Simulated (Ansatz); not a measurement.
Method: DFT PBE, scalar-relativistic, plane waves, PAW in Ansatz. Settings: cutoff 420 eV, Γ-centred meshes spaced at most about 0.3 Å⁻¹, and about 0.25 Å⁻¹ or finer for metals (2π included), Gaussian smearing. No spin polarisation.

All energies are static (0 K, no zero-point motion).

Two relaxed structures of MoH₄:

1.

```
H Mo
1.0
    -2.09126    2.09126    2.09126
     2.09126   -2.09126    2.09126
     2.09126    2.09126   -2.09126
H Mo
4 1
Cartesian
  1.0456 1.0456 -1.0456
  -1.0456 1.0456 1.0456
  1.0456 -1.0456 1.0456
  1.0456 1.0456 1.0456
  0.0000 0.0000 0.0000
```

2.

```
H Mo
1.0
     2.85646    0.00000    0.00000
    -1.42823    2.47377    0.00000
     0.00000    0.00000    5.18306
H Mo
4 1
Cartesian
  0.0000 1.6492 1.1313
  0.0000 1.6492 4.0518
  1.4282 0.8246 1.1313
  1.4282 0.8246 4.0518
  0.0000 0.0000 0.0000
```

Task: Which would you expect to be lower, and how large is the difference?

Result: Cell 2 is lower, by 232 meV/atom. Cell 1 has space group Im-3m (No. 229), 7.3 Å³/atom and no gap on its mesh; cell 2 has space group P6/mmm (No. 191), 7.3 Å³/atom and no gap. Counting H atoms around Mo (those within 1.25 times the shortest such distance or 1.15 times the sum of covalent radii), cell 1 has Mo 8 and cell 2 has Mo 12. Even the lower one lies +0.36 eV/atom against the reference forms of the elements (uncorrected), so neither is stable at this level. Both come from invented guesses. The lowest form computed isn't among them: it has space group P4/mmm (No. 123), 9.2 Å³/atom and lies 100 meV/atom below the best shown.

With hydrogen, zero-point motion can shift such differences by 10 meV/atom or more. Cells relaxed within their symmetry can be saddle points. Some candidate types were left out of the draw beforehand, so a known form may be missing.
